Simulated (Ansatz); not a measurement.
Ni3Ge: strain energy, fitted

Ni3Ge, Pm-3m, a = 3.533 Å. The structure is a Materials Project entry; whether it is the stable form wasn't checked. Ansatz: r2SCAN, PAW, 500 eV, Γ-centred 14×14×14 mesh on 4 atoms, Gaussian smearing 0.10 eV; no spin polarisation. Series: uniaxial strain along a, with b, c and atoms relaxed; x is the strain in per cent. y is the free energy over the unstrained cell, V0 = 11.021 Å³/atom.

| x (%) | y (meV/atom) |
| --- | --- |
| -3.0 | 6.01 |
| -1.5 | ? |
| 0.0 | 0.00 |
| 1.5 | 1.51 |
| 3.0 | 6.08 |

Q: Fit y = c2 x² + c3 x³ to the other rows, turn c2 into a modulus, and predict the missing energy.

A: Least squares on the rows shown. y = 0.6716 x² + 0.001284 x³. In eV per unit strain² c2 is 6.716; this is Young's modulus along the axis (E = ½ Y V0 ε²): 2 × 6.716 × 160.2 / (11.021) = 195 GPa. At x = -1.5 the fit asked for gives 1.51 meV/atom. The run gave 1.51 meV/atom, the same to the digits shown.

2 further runs of this set didn't finish or converge.